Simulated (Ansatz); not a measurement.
**Rutile RuO2**

Calculation: r²SCAN (Ansatz, a quantum-chemistry and plane-wave program, PAW).

Run with plane-wave cutoff 500 eV, 10×8×1 k mesh (along the axes of the cell as run), Fermi–Dirac smearing 0.05 eV, scalar-relativistic PAW data made under PBE.

Cell: relaxed at this level.

| Property | Value |
|---|---|
| surface energy of the (101) face | 1.55 J/m² |
| work function of the (101) face | 5.30 eV |

The slab of 36 atoms is relaxed and unreconstructed.

Static lattice: no zero-point or thermal effects.

It cost very roughly 80 core-minutes of CPU time.
